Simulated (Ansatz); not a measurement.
# TePb: the cost of one run

Program: Ansatz 0.2.0. PAW datasets, plane waves. Calculated at 0 K for a non-magnetic cell.

## Step 1: Starting point

The unstrained cell was relaxed with r2SCAN; in each strained cell the atoms were relaxed again with r2SCAN. Names of k-points are those of the unstrained zone, where strain can split equivalent points. First state: +1.7 % strain along z alone.

The symmetry is I4/mmm (No. 139, tetragonal); conventional cell a = 4.621 Å, c = 6.646 Å, 35.49 Å³ an atom. Te has 6 Pb at 3.27–3.32 Å; Pb has 6 Te at 3.27–3.32 Å.

The structure in full:

```cif
data_structure
_symmetry_space_group_name_H-M 'I4/mmm'
_symmetry_Int_Tables_number 139
_cell_length_a 4.6214
_cell_length_b 4.6214
_cell_length_c 6.6462
_cell_angle_alpha 90.000
_cell_angle_beta 90.000
_cell_angle_gamma 90.000
_cell_volume 141.95
loop_
_atom_site_label
_atom_site_type_symbol
_atom_site_symmetry_multiplicity
_atom_site_Wyckoff_symbol
_atom_site_fract_x
_atom_site_fract_y
_atom_site_fract_z
_atom_site_occupancy
Te1 Te 2 b 0.50000 0.50000 0.00000 1
Pb1 Pb 2 a 0.00000 0.00000 0.00000 1
```

From earlier runs on the unstrained cell: PBE 0.80 eV, r2SCAN 1.09 eV, HSE06 1.20 eV, G0W0 1.05 eV (on its mesh); a = 6.536 Å.

## Step 2: +1.7 % strain along z alone: PBE

Contents of input.yaml:

```yaml
crystal:
  lattice:
    - [0.0, 3.2678555508, 3.3230823096]
    - [3.2678555508, 0.0, 3.3230823096]
    - [3.2678555508, 3.2678555508, 0.0]
  atoms:
    - { symbol: Te, position: [0.5, 0.5, 0.5] }
    - { symbol: Pb, position: [0.0, 0.0, 0.0] }
kpoints:
  mp_grid: { grid: [8, 8, 8] }
  band_path:
    path:
      - [0.0, 0.0, 0.0]
      - [0.5, 0.0, 0.5]
      - [0.625, 0.25, 0.625]
      - [0.375, 0.375, 0.75]
      - [0.5, 0.5, 0.5]
      - [0.5, 0.25, 0.75]
      - [0.0, 0.0, 0.5]
    npoints: 1
hamiltonian:
  xc: pbe
scf:
  occupations: { method: fermi_dirac, width: 0.02 }
  n_extra_bands: 4
output:
  forces: true
  stress: true
  eigenvalues: true
```

On the command line:

```bash
> ansatz run input.yaml --threads 4 --pin off --max-ram 4608MiB --backend cpu --events-out ev --progress --plain --runs-dir out
```

What time and memory should one allow on 4 threads of Arm Neoverse N1, shared host?

About 3.1 s, with a peak of 0.4 GiB.
